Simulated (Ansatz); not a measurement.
AlN: energy along a strain

AlN, F-43m, a = 4.368 Å (as given, not relaxed at this level: 4.9 GPa). This isn't the usual stable structure of the compound. Ansatz: PBE, PAW, 420 eV, Γ-centred 10×10×10 mesh on 2 atoms, Gaussian smearing 0.05 eV; no spin polarisation. Cell vectors (Å): 0.000 2.184 2.184; 2.184 0.000 2.184; 2.184 2.184 0.000. The cell is strained by x per cent times the pattern (1 1 0 0 0 0) in the order xx yy zz yz xz xy (engineering shears), with fractional coordinates held. y is the free energy over the start, V0 = 10.417 Å³/atom.

```
x (%) y (meV/atom)
-6.00             ?
-4.50         94.95
-3.00         47.65
-1.50         16.45
 0.00          0.00
 1.50         -2.93
 3.00          6.48
 4.50         27.20
 5.25         41.49
 6.00         58.22
```

Fit y = c1 x + c2 x² + c3 x³ to the other rows, get the stiffness along the pattern, and predict the missing energy.

Least squares on the rows shown. y = −6.3647 x + 3.0161 x² − 0.056665 x³. The clamped-ion stiffness p·C·p = 2 × 30.16 eV × 160.2 / 10.417 Å³ = 928 GPa (second derivative at the start, which stands under stress). At x = -6.00 the fit asked for gives 159.01 meV/atom. The run gave 159.86 meV/atom, so the fit is 0.85 meV/atom too low, 0.52 % of the span of the series, against an rms of 0.07 meV/atom on the fitted rows. The row lies outside the fitted range. With a term in x⁴ added, a fit to the same known rows predicts 159.76 meV/atom, so most of the miss is curvature that the known rows already hold.